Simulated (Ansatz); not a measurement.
Consider Li3N (space group P6/mmm, No. 191).

```cif
data_Li3N
_chemical_formula_sum 'Li3 N1'
_space_group_name_H-M_alt 'P6/mmm'
_space_group_IT_number 191
_space_group_name_Hall '-P 6 2'
_cell_length_a 3.60977
_cell_length_b 3.60977
_cell_length_c 3.85578
_cell_angle_alpha 90.000
_cell_angle_beta 90.000
_cell_angle_gamma 120.000
loop_
_atom_site_label
_atom_site_type_symbol
_atom_site_symmetry_multiplicity
_atom_site_Wyckoff_symbol
_atom_site_fract_x
_atom_site_fract_y
_atom_site_fract_z
_atom_site_occupancy
Li1 Li 1 b 0.00000 0.00000 0.50000 1
Li2 Li 2 c 0.33333 0.66667 0.00000 1
N1 N 1 a 0.00000 0.00000 0.00000 1
```

The values are results of Kohn–Sham DFT with the r2SCAN functional, run in Ansatz (an electronic-structure program) with PAW and 500 eV plane waves, no spin-orbit coupling, not measurements.

For the base:

| Quantity | Value |
|---|---|
| Band gap | 1.48 eV |
| Gap character | indirect, A → Γ |

Perturbation: the cell is scaled by 0.9777 in all directions, atoms relaxed at fixed cell.

Q: What happens to the band gap, energy relative to the base and gap character?

A: The band gap grows by 0.074 eV, from 1.48 eV to 1.56 eV; the energy increases by 9.1 meV/atom; the gap character goes from indirect, A → Γ to indirect, A → L.

The cells carry an imposed strain or load. Whether these cells are dynamically stable was not tested.
